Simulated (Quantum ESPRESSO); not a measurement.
## KF (Carobbiite) under changes of volume

One of the cells (19.074 Å³/atom); the others are scaled copies at fixed shape and fractional positions:

```xyz
2
Lattice="0.0000 2.6719 2.6719 2.6719 0.0000 2.6719 2.6719 2.6719 0.0000" Properties=species:S:1:pos:R:3 pbc="T T T"
K     0.0000    0.0000    0.0000
F     2.6719    2.6719    2.6719
```

* Program: Quantum ESPRESSO 7.5
* Functional: PBEsol
* Potentials or basis: GBRV 1.5 PBEsol
* Cutoff: 612 eV
* Density cutoff: 4898 eV
* k mesh: 9 × 9 × 9
* Occupations: fermi-dirac, width 0.05 eV
* Spin: no spin polarisation

| volume (Å³/atom) | energy over the lowest point (meV/atom) | pressure (GPa) | gap on the mesh (eV) |
| --- | --- | --- | --- |
| 17.929 | 3.38 | 1.2 | 6.36 |
| 18.311 | 0.78 | 0.4 | 6.25 |
| 18.692 | 0.00 | -0.3 | 6.14 |
| 19.074 | 0.84 | -0.9 | 6.04 |
| 19.455 | 3.06 | -1.5 | 5.94 |
| 19.837 | 6.58 | -2.0 | 5.85 |
| 20.218 | ? | ? | ? |

Task: What does the run at 20.218 Å³/atom give?

Result: Energy over the lowest point 11.23 meV/atom; pressure -2.4 GPa; gap on the mesh 5.76 eV.

Worked out: A Birch-Murnaghan fit of order 3 (a polynomial in V^(-2/3)) to the other rows has its minimum at 18.68 Å³/atom with B0 = V·E''(V) = 33 GPa and B' = 5.0. It gives 11.19 meV/atom at 20.218 Å³/atom, against the run's 11.23, and -dE/dV = -2.2 GPa, against -2.4. A straight line through the other rows of the gap, of slope -5.06 eV per unit of ln V (its deformation potential), extrapolates to 5.75 eV, against the run's 5.76.

Energies are extrapolated to zero smearing.

Caveats: an odd mesh through Γ misses points on the zone boundary, where band edges often lie.
